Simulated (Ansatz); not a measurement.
# CuO (Cc) in Ansatz: settings compared

Aim: see how the results for CuO move with the level of theory and the settings. Levels: LDA, BLYP. Tasks: relaxation of cell and atoms.

All numbers are computed with Ansatz 0.2.0; they aren't measurements. Logs are shortened: lines on timing, memory, paths and dates and some standing lists are left out, and cuts for length are marked.

### 1 The structure

It takes space group Cc (No. 9, monoclinic). The conventional cell has a = 4.689 Å, b = 3.427 Å, c = 5.132 Å, α = 90.00°, β = 99.65°, γ = 90.00°. Cu (site symmetry 1) is surrounded by 4 O at 1.91 to 2.02 Å. O (site symmetry 1) has 4 Cu at 1.91 to 2.02 Å as nearest neighbours.

### 2 Relaxation of cell and atoms, LDA

input.yaml reads:

```yaml
crystal:
  lattice:
    - [2.34464976, -1.71339982, 0.0]
    - [2.34464976, 1.71339982, 0.0]
    - [-0.86054991, 0.0, 5.05943948]
  atoms:
    - { symbol: Cu, position: [0.0032, 0.4968, 0.0] }
    - { symbol: Cu, position: [0.4968, 0.0032, 0.5] }
    - { symbol: O, position: [0.5714, 0.4056, 0.2537] }
    - { symbol: O, position: [0.4056, 0.5714, 0.7537] }
hamiltonian:
  xc: lda
  pseudopotentials: { kind: paw }
kpoints:
  mp_grid: { grid: [10, 10, 5] }
scf:
  occupations: { method: fermi_dirac, width: 0.05 }
output:
  forces: true
  stress: true
  eigenvalues: true
relax:
  f_tol: 0.01
  max_steps: 40
  cell: { stress_tol: 0.05 }
```

Potentials or basis: Ansatz PAW.

Command:

```sh
> ansatz run input.yaml --threads 2 --pin off --max-ram 5632MiB --backend cpu --events-out ev --progress --plain --runs-dir out
```

What it wrote:

```text
Warning: RAYON_NUM_THREADS=2 ignored (pool sized by the plan → 2); use --threads N
Engine: ansatz 0.2.0, aarch64-unknown-linux-gnu
Pseudopotentials: kind: paw
Pseudopotential: Cu, paw, valence charge 19, recommended cutoff 420 eV (normal), Cu.paw.azcp
Pseudopotential: O, paw, valence charge 6, recommended cutoff 420 eV (normal), O.paw.azcp
Functional definition: SPW92
  exchange = slater_x
  correlation = pw_c
Crystal: 4 atoms, lattice volume = 40.651 Å³
Basis set: ecut = 420 eV, 789 PW (Γ)
Bands: 30, of which v1, the nominal top of the filled ones, is band 25 counted from 1 (24 counted from 0)
Symmetry: 2 space group operations
Space group: Cc (ITA 9), of the structure as read, at distance tolerance 3.4e-5 Å
k-points: 141 of 500 (time reversal used)
Non-local potential: Cu, projectors of the file, l = 0: 3, l = 1: 2, l = 2: 3, l = 3: 1
Non-local potential: O, projectors of the file, l = 0: 2, l = 1: 2, l = 2: 1
PAW form: soft (Blöchl's): semilocal exchange-correlation on the pseudo side does not see the compensation charge
PAW frozen core: Cu, regenerated for the run's functional, and the local potential with it (the file was generated under x = pbe(κ = 0.804, μ = 0.2195149727645171), c = pbe(β = 0.06672455060314922))
PAW frozen core: O, regenerated for the run's functional, and the local potential with it (the file was generated under x = pbe(κ = 0.804, μ = 0.2195149727645171), c = pbe(β = 0.06672455060314922))
PAW one-centre angular grid: Cu, 590 points (default); XC on 64 Gauss nodes
PAW one-centre angular grid: O, 110 points (default); XC on 64 Gauss nodes
Initial density: superposition of atomic densities (neutral atoms: chi_scale 0, normalization atom), corrected by the library's trained network
Initial wavefunctions: pseudopotential atomic-orbital guess
Functional: x = slater, c = lda
SCF iter   1: F=—  HF=-14219.137446 eV  |F-HF|=—  |Δ(HF+E_count)|=         —  Δρ=2.32e-2  dr2=1.41e-1  ethr=1.77e-3  ⟨swp⟩=5.8  Hψ=14824  notcnv=0
preconditioner: auto → Kerker (q_TF=auto, 2.824 Å⁻¹)  [metal: Δε(μ)=0.024 eV  Ē_g=11.029 eV  σ=0.050 eV  W_gap=0.12  n_scr=20 (ndim 8)  ℏωp=34.0 eV  f_vac=0.000  D(μ)=2.28/eV (n_scr^D=22)]
SCF iter   2: F=—  HF=-14219.098931 eV  |F-HF|=—  |Δ(HF+E_count)|=   3.85e-2  Δρ=8.83e-3  dr2=3.03e-2  ethr=2.83e-4  ⟨swp⟩=2.1  Hψ=7661  notcnv=0
SCF iter   3: F=—  HF=-14219.092237 eV  |F-HF|=—  |Δ(HF+E_count)|=   6.69e-3  Δρ=3.67e-3  dr2=4.55e-3  ethr=6.06e-5  ⟨swp⟩=2.6  Hψ=6663  notcnv=0
SCF iter   4: F=—  HF=-14219.090963 eV  |F-HF|=—  |Δ(HF+E_count)|=   1.27e-3  Δρ=1.05e-3  dr2=3.14e-4  ethr=9.11e-6  ⟨swp⟩=2.6  Hψ=6470  notcnv=0
SCF iter   5: F=—  HF=-14219.090895 eV  |F-HF|=—  |Δ(HF+E_count)|=   6.84e-5  Δρ=2.38e-4  dr2=2.46e-5  ethr=6.27e-7  ⟨swp⟩=2.1  Hψ=6639  notcnv=0
SCF iter   6: F=—  HF=-14219.090880 eV  |F-HF|=—  |Δ(HF+E_count)|=   1.47e-5  Δρ=5.00e-5  dr2=8.12e-7  ethr=4.92e-8  ⟨swp⟩=2.5  Hψ=6502  notcnv=0
SCF iter   7: F=—  HF=-14219.090880 eV  |F-HF|=—  |Δ(HF+E_count)|=   4.27e-8  Δρ=2.71e-5  dr2=2.98e-7  ethr=2.00e-10  ⟨swp⟩=5.0  Hψ=17938  notcnv=0
SCF iter   8: F=-14219.090880 eV  HF=-14219.090880 eV  |F-HF|=2.76e-8  |Δ(HF+E_count)|=   7.20e-8  Δρ=6.86e-6  dr2=1.75e-8  ethr=2.00e-10  ⟨swp⟩=3.0  Hψ=15899  notcnv=0
SCF 1 converged in 8 iterations: F = -14219.090880 eV  dr2 = 1.75e-8
relax step   1: F+E_penalty+E_count = -14219.09088004 eV  Δ(F+E_penalty+E_count) = +0.000e0 eV  max|allowed force component| = 5.607e-1 eV/Å  Δτ_max = 0.0000 Å  P = -9.563 GPa  Ω = 40.651 Å³  (8 SCF iters, dr2 threshold 1.00e-7 eV, accepted)
Crystal: 4 atoms, lattice volume = 39.815 Å³
Basis set: ecut = 420 eV, 775 PW (Γ)
Initial density: handed on by an earlier stage of this run
Initial wavefunctions: those handed on with the density
iter 1 solved again at ethr=2.38e-5 eV; its pass at ethr=3.10e-3 eV (dr2=1.19e-2 eV) is discarded
SCF iter   1: F=—  HF=-14219.178871 eV  |F-HF|=—  |Δ(HF+E_count)|=         —  Δρ=7.11e-3  dr2=1.20e-2  ethr=2.38e-5  ⟨swp⟩=1.0  Hψ=19066  notcnv=0
preconditioner: auto → Kerker (q_TF=auto, 2.834 Å⁻¹)  [metal: Δε(μ)=0.012 eV  Ē_g=11.290 eV  σ=0.050 eV  W_gap=0.06  n_scr=20 (ndim 8)  ℏωp=34.3 eV  f_vac=0.000  D(μ)=2.36/eV (n_scr^D=26)]
SCF iter   2: F=—  HF=-14219.176974 eV  |F-HF|=—  |Δ(HF+E_count)|=   1.90e-3  Δρ=2.74e-3  dr2=1.92e-3  ethr=2.38e-5  ⟨swp⟩=1.4  Hψ=4284  notcnv=0
[... 82 lines left out ...]
SCF iter   1: F=—  HF=-14219.331063 eV  |F-HF|=—  |Δ(HF+E_count)|=         —  Δρ=6.04e-3  dr2=3.80e-3  ethr=7.23e-6  ⟨swp⟩=2.0  Hψ=23846  notcnv=0
preconditioner: auto → LDOS  [metal: Δε(μ)=0.027 eV  Ē_g=11.612 eV  σ=0.050 eV  W_gap=0.13  n_scr=16 (ndim 8)  ℏωp=33.9 eV  f_vac=0.020  D(μ)=2.56/eV (n_scr^D=32)  β→1.0]
[... 126 lines left out ...]
iter 1 solved again at ethr=7.62e-9 eV; its pass at ethr=3.10e-3 eV (dr2=3.81e-6 eV) is discarded
SCF iter   1: F=—  HF=-14219.346093 eV  |F-HF|=—  |Δ(HF+E_count)|=         —  Δρ=1.80e-4  dr2=2.73e-6  ethr=7.62e-9  ⟨swp⟩=3.0  Hψ=21734  notcnv=0
SCF iter   2: F=—  HF=-14219.346094 eV  |F-HF|=—  |Δ(HF+E_count)|=   7.22e-7  Δρ=2.21e-5  dr2=6.00e-8  ethr=5.47e-9  ⟨swp⟩=1.3  Hψ=4967  notcnv=0
SCF iter   3: F=—  HF=-14219.346094 eV  |F-HF|=—  |Δ(HF+E_count)|=   5.96e-8  Δρ=7.79e-6  dr2=1.05e-8  ethr=1.41e-11  ⟨swp⟩=5.1  Hψ=17770  notcnv=0
SCF iter   4: F=-14219.346094 eV  HF=-14219.346094 eV  |F-HF|=4.59e-9  |Δ(HF+E_count)|=   4.01e-9  Δρ=3.82e-6  dr2=2.98e-9  ethr=1.41e-11  ⟨swp⟩=4.0  Hψ=15270  notcnv=0
SCF 21 converged in 4 iterations: F = -14219.346094 eV  dr2 = 2.98e-9
relax step  21: F+E_penalty+E_count = -14219.34609412 eV  Δ(F+E_penalty+E_count) = -1.207e-5 eV  max|allowed force component| = 4.501e-4 eV/Å  Δτ_max = 0.0003 Å  P = -0.000 GPa  Ω = 41.063 Å³  energy of the carried Pulay correction = -1.005e-5 eV  (4 SCF iters, dr2 threshold 7.06e-9 eV, accepted)
iter 1 solved again at ethr=8.44e-8 eV; its pass at ethr=3.10e-3 eV (dr2=4.22e-5 eV) is discarded
SCF iter   1: F=—  HF=-14219.346073 eV  |F-HF|=—  |Δ(HF+E_count)|=         —  Δρ=1.96e-5  dr2=2.02e-8  ethr=8.44e-8  ⟨swp⟩=3.0  Hψ=26096  notcnv=0
SCF iter   2: F=—  HF=-14219.346077 eV  |F-HF|=—  |Δ(HF+E_count)|=   3.09e-6  Δρ=9.51e-6  dr2=1.92e-8  ethr=4.04e-11  ⟨swp⟩=2.0  Hψ=7804  notcnv=0
SCF iter   3: F=—  HF=-14219.346077 eV  |F-HF|=—  |Δ(HF+E_count)|=   5.04e-9  Δρ=5.19e-6  dr2=5.59e-9  ethr=3.84e-11  ⟨swp⟩=2.0  Hψ=7680  notcnv=0
SCF iter   4: F=—  HF=-14219.346077 eV  |F-HF|=—  |Δ(HF+E_count)|=   1.94e-9  Δρ=1.59e-6  dr2=5.29e-10  ethr=1.12e-11  ⟨swp⟩=2.6  Hψ=7259  notcnv=0
SCF iter   5: F=-14219.346077 eV  HF=-14219.346077 eV  |F-HF|=2.00e-11  |Δ(HF+E_count)|=  1.91e-10  Δρ=2.25e-7  dr2=1.05e-11  ethr=1.00e-12  ⟨swp⟩=3.0  Hψ=16788  notcnv=0
SCF 22 converged in 5 iterations: F = -14219.346077 eV  dr2 = 1.05e-11
relax step  22: F+E_penalty+E_count = -14219.34607657 eV  Δ(F+E_penalty+E_count) = +1.755e-5 eV  max|allowed force component| = 4.386e-4 eV/Å  Δτ_max = 0.0000 Å  P = -0.000 GPa  Ω = 41.063 Å³  stress off target by 1.93e-2 GPa  SCF on the basis re-selected at this cell (its energy is not comparable with the rows above)  (5 SCF iters)
basis re-selected at this cell: Δ(F+E_penalty+E_count) = +1.755e-5 eV, ΔP = +0.000 GPa vs the last step (what re-selecting the basis moved, of the pressure what is left beyond the Pulay correction that the steps carried, after the strain that the cell walked since its last selection, with what the two solves' SCF thresholds leave and, on support functions, any second-order correction that the steps lacked; it is no measure of the basis error at this ecutwfc). This SCF's stress stands 1.93e-2 GPa from its target on what of the cell is left free (relax.cell.stress_tol is 5.00e-2 GPa) and its largest allowed force component is 4.39e-4 eV/Å (relax.f_tol is 1.00e-2 eV/Å): within both
SCF converged after 5 iterations
Free energy (F): -14219.346077 eV
Harris-Foulkes:  -14219.346077 eV  (|F-HF|=2.00e-11)
Internal energy: -14219.325548 eV  (E = F + TS)
E sigma→0 (E₀):  -14219.335812 eV
Entropy (-TS):   -0.020528 eV (-5.132 meV/atom)
Fermi energy:    11.865241 eV
--- Per-component energies (eV) ---
  E_band       = -884.616306
  E_kinetic    = 943.814058
  E_local      = -9878.677049  (includes V_loc(G=0)·N_el)
  E_nonlocal   = 886.479021
  E_hartree    = 4271.794687
  E_xc         = -321.544163
  E_vxc        = -415.410023  (∫ρ·V_xc dr)
  E_paw        = -3473.867785  (= ΣΔE_a)
  E_vpaw       = -964.417509  (= ΣTr[D̂ρ^β])
  E_aug_tail   = 0.005411  (compensation charges beyond the density's cutoff)
  E_ewald      = -6648.422891
  E_core_change = 1.093163  (= ΣΔE_core)
  E_smearing   = -0.020528  (= −TS)
  E_closure    = -0.000000  (closes the sum)
  Σ components = -14219.346077   (vs F -14219.346077, Δ=0.00e0)
--- Forces (eV/Å), atoms counted from 1 ---
  atom   1  Cu    -0.00000062    -0.00001465    -0.00000200
  atom   2  Cu    -0.00000062     0.00001465    -0.00000200
  atom   3  O      0.00000103     0.00043864     0.00000148
  atom   4  O      0.00000103    -0.00043864     0.00000148
  max |Σ_I F_I| component: 1.03e-6 eV/Å
--- Stress (GPa, compression-positive) ---
       -0.017834      -0.000000      -0.005159
       -0.000000       0.018566      -0.000000
       -0.005159      -0.000000      -0.001011
  P = ⅓ Tr σ = -0.0001 GPa (-0.001 kbar)
--- Band table (eV; the first three rows and the last of 141) ---
  k-point 0: bands = ["-100.2646", "-100.2641", "-58.2065", "-58.2065", "-58.1605", "-58.1520", "-57.8710", "-57.8710", "-8.3870", "-6.8087", "2.8873", "5.8414", "5.8469", "7.6588", "8.0504", "8.0511", "8.1608", "8.5412", "9.0222", "9.2318", "9.2340", "9.2657", "9.3680", "9.7694", "12.5971", "12.6035", "13.4850", "17.9610", "19.3989", "25.3062"]
  k-point 1: bands = ["-100.2646", "-100.2641", "-58.2065", "-58.2065", "-58.1597", "-58.1528", "-57.8710", "-57.8710", "-8.2641", "-6.9978", "3.3225", "5.8578", "5.8623", "7.4796", "7.8465", "7.8467", "7.9102", "8.1585", "9.2091", "9.2754", "9.3582", "9.5685", "9.5711", "9.6672", "12.4062", "12.4120", "13.9895", "17.1282", "20.5913", "25.4177"]
  k-point 2: bands = ["-100.2644", "-100.2642", "-58.2065", "-58.2065", "-58.1575", "-58.1549", "-57.8710", "-57.8710", "-7.9209", "-7.4434", "4.4779", "5.8876", "5.8894", "6.0266", "7.6120", "7.6121", "7.9780", "8.1137", "9.3009", "9.3104", "9.3325", "9.4584", "10.0917", "10.0935", "12.0256", "12.0286", "14.9953", "16.0496", "22.5968", "24.7119"]
  k-point 140: bands = ["-100.2625", "-100.2625", "-58.2240", "-58.2227", "-58.1530", "-58.1530", "-57.8844", "-57.8837", "-6.8074", "-6.6593", "5.1101", "5.1212", "5.7534", "5.7990", "5.8096", "5.9069", "8.4927", "8.7884", "9.3229", "9.3232", "9.6644", "9.6652", "10.3959", "10.3966", "10.9764", "11.8381", "14.9274", "16.3253", "22.7159", "22.7578"]
--- Relaxed structure (16 steps of the walk, 16 accepted, 6 SCFs on fresh bases) ---
  F+E_penalty+E_count = -14219.34607657 eV   max|allowed force component| = 4.386e-4 eV/Å   (the final SCF, on the basis selected at the relaxed cell)
  cell:  # Å, volume = 41.0634 Å³
    - [2.014196978279045, -2.0155222354434787, 0.15886807645576273]
    - [2.014196978279045, 2.0155222354434787, 0.15886807645576273]
    - [-0.3964488112921224, 0.0, 5.026221714775512]
  atoms:
    - { symbol: Cu, position: [-0.00575031604201235, 0.4942505895161075, 0.0018500154825725722] }
    - { symbol: Cu, position: [0.49425058951610745, -0.005750316042012385, 0.5018500154825726] }
    - { symbol: O, position: [0.49426858251729383, 0.4942311440086116, 0.25184998451742746] }
    - { symbol: O, position: [0.4942311440086114, 0.4942685825172936, 0.7518499845174276] }
```

Wall time 2.6 min (2 threads of Arm Neoverse V2, shared host); peak memory 0.41 GiB.

What came out:

| Property | Result |
| --- | --- |
| Free energy | -14219.3461 eV |
| Relaxed volume | 10.27 Å³/atom |
| Relaxed cell | a = 2.854 Å, b = 2.854 Å, c = 5.042 Å, α = 90.00°, β = 90.00°, γ = 89.86° |
| Space group after relaxing (to 0.05 Å) | P4_2/mmc (No. 131) |
| Energy gained by relaxing | 63.8 meV/atom |
| Ionic steps | 22 |
| Pressure after relaxing | 0.0 GPa |
| Band gap on the k mesh | none (metal or under the smearing width) |

Step by step:
```
step  energy change (eV)  largest force (eV/Å)  volume (Å³)
   1              0.0000                0.7899        40.65
   2             -0.0856                0.6375        39.81
   3             -0.1705                0.1129        38.91
   4             -0.1954                0.0121        39.93
   5             -0.1999                0.0578        40.68
   6             -0.2046                0.0021        40.32
   7             -0.2044                0.0001        40.40
   8             -0.2276                0.0021        40.40
   9             -0.2395                0.0037        40.72
  10             -0.2400                0.0007        40.92
  11             -0.2402                0.0002        40.88
  12             -0.2498                0.0013        40.88
  13             -0.2521                0.0007        41.00
  14             -0.2522                0.0002        41.03
  15             -0.2543                0.0003        41.03
  16             -0.2548                0.0010        41.05
  17             -0.2548                0.0008        41.06
  18             -0.2550                0.0009        41.06
  19             -0.2550                0.0002        41.06
  20             -0.2552                0.0001        41.06
  21             -0.2552                0.0005        41.06
  22             -0.2552                0.0004        41.06
```

Final structure:
```
Cu O
1.0
     2.01420   -2.01552    0.15887
     2.01420    2.01552    0.15887
    -0.39645    0.00000    5.02622
Cu O
2 2
Direct
  0.99425 0.49425 0.00185
  0.49425 0.99425 0.50185
  0.49427 0.49423 0.25185
  0.49423 0.49427 0.75185
```

Levels at points of the mesh, in eV from the Fermi level:
```csv
k point,band 21,band 22,band 23,band 24,band 25,band 26,band 27,band 28,band 29,band 30
"(0.00, 0.00, 0.00)",-2.63,-2.60,-2.50,-2.10,0.73,0.74,1.62,6.10,7.53,13.44
"(0.00, -0.50, 0.00)",-2.45,-2.07,-1.70,-1.63,0.26,0.49,3.36,6.05,6.74,11.11
"(-0.50, -0.50, 0.00)",-2.54,-2.54,-1.65,-1.26,-1.26,1.23,1.71,7.06,10.07,10.12
```

Caveat: the plane-wave basis is chosen anew once the cell has moved, so the energies of steps on either side of that aren't comparable; the pressure holds a Pulay correction of +0.9 GPa for the finite cutoff; the run has no spin polarisation, though such a crystal can be magnetic; semilocal functionals often make such compounds metallic where correlation or magnetic order opens a gap, which also shifts bond lengths; the PAW data sets come from PBE, with cores solved anew for the run's functional, which leaves a small shift of forces and pressure. With open d or f shells a metallic result of LDA can be an artefact of self-interaction; +U or a hybrid may open a gap.

### 3 Relaxation of cell and atoms, BLYP

input.yaml, as its differences from that of step 2:

```diff
@@ -11,3 +11,3 @@
 hamiltonian:
-  xc: lda
+  xc: blyp
   pseudopotentials: { kind: paw }
```

Potentials or basis: Ansatz PAW.

Command:

```sh
> ansatz run input.yaml --threads 2 --pin off --max-ram 5632MiB --backend cpu --events-out ev --progress --plain --runs-dir out
```

Run time: 2.5 min. Hardware: 2 threads of Arm Neoverse V2, shared host; peak memory 0.43 GiB.

Results (log left out):

- Free energy: -14404.8835 eV
- Relaxed volume: 11.65 Å³/atom
- Relaxed cell: a = 2.994 Å, b = 2.994 Å, c = 5.196 Å, α = 90.00°, β = 90.00°, γ = 89.89°
- Space group after relaxing (to 0.05 Å): P4_2/mmc (No. 131)
- Energy gained by relaxing: 106.2 meV/atom
- Ionic steps: 20
- Pressure after relaxing: 0.0 GPa
- Band gap on the k mesh: none (metal or under the smearing width)

Step by step:
| step | energy change (eV) | largest force (eV/Å) | volume (Å³) |
| --- | --- | --- | --- |
| 1 | 0.0000 | 0.7787 | 40.65 |
| 2 | -0.1571 | 0.5680 | 42.98 |
| 3 | -0.2494 | 0.2723 | 44.15 |
| 4 | -0.2676 | 0.0261 | 45.37 |
| 5 | -0.2753 | 0.0167 | 45.08 |
| 6 | -0.2754 | 0.0004 | 45.07 |
| 7 | -0.2754 | 0.0012 | 45.09 |
| 8 | -0.3560 | 0.0021 | 45.09 |
| 9 | -0.3878 | 0.0054 | 45.88 |
| 10 | -0.3968 | 0.0169 | 46.37 |
| 11 | -0.3978 | 0.0068 | 46.32 |
| 12 | -0.3977 | 0.0008 | 46.36 |
| 13 | -0.4171 | 0.0025 | 46.36 |
| 14 | -0.4214 | 0.0005 | 46.54 |
| 15 | -0.4218 | 0.0001 | 46.56 |
| 16 | -0.4241 | 0.0001 | 46.56 |
| 17 | -0.4245 | 0.0003 | 46.59 |
| 18 | -0.4248 | 0.0003 | 46.59 |
| 19 | -0.4249 | 0.0007 | 46.59 |
| 20 | -0.4248 | 0.0006 | 46.59 |

Final structure:
```cif
data_structure
_symmetry_space_group_name_H-M 'P 1'
_symmetry_Int_Tables_number 1
_cell_length_a 2.9942
_cell_length_b 2.9942
_cell_length_c 5.1963
_cell_angle_alpha 90.005
_cell_angle_beta 90.005
_cell_angle_gamma 89.890
_cell_volume 46.59
loop_
_atom_site_label
_atom_site_type_symbol
_atom_site_fract_x
_atom_site_fract_y
_atom_site_fract_z
_atom_site_occupancy
Cu1 Cu 0.99424 0.49428 0.00185 1
Cu2 Cu 0.49428 0.99424 0.50185 1
O1 O 0.49426 0.49422 0.25185 1
O2 O 0.49422 0.49426 0.75185 1
```

Levels at points of the mesh, in eV from the Fermi level:
| k point | band 21 | band 22 | band 23 | band 24 | band 25 | band 26 | band 27 | band 28 | band 29 | band 30 |
| --- | --- | --- | --- | --- | --- | --- | --- | --- | --- | --- |
| (0.00, 0.00, 0.00) | -2.28 | -2.23 | -2.19 | -1.83 | 0.66 | 0.66 | 1.40 | 6.28 | 7.06 | 13.15 |
| (0.00, -0.50, 0.00) | -2.22 | -1.80 | -1.51 | -1.43 | 0.21 | 0.47 | 3.90 | 5.71 | 6.30 | 10.96 |
| (-0.50, -0.50, 0.00) | -2.28 | -2.28 | -1.55 | -1.18 | -1.18 | 1.07 | 2.42 | 7.13 | 9.42 | 9.44 |

Caveat: the plane-wave basis is chosen anew once the cell has moved, so the energies of steps on either side of that aren't comparable; the pressure holds a Pulay correction of +0.8 GPa for the finite cutoff; the volume moved by +15 % from the deposited cell, more than functionals usually miss; the run has no spin polarisation, though such a crystal can be magnetic; semilocal functionals often make such compounds metallic where correlation or magnetic order opens a gap, which also shifts bond lengths; the PAW data sets come from PBE, with cores solved anew for the run's functional, which leaves a small shift of forces and pressure.
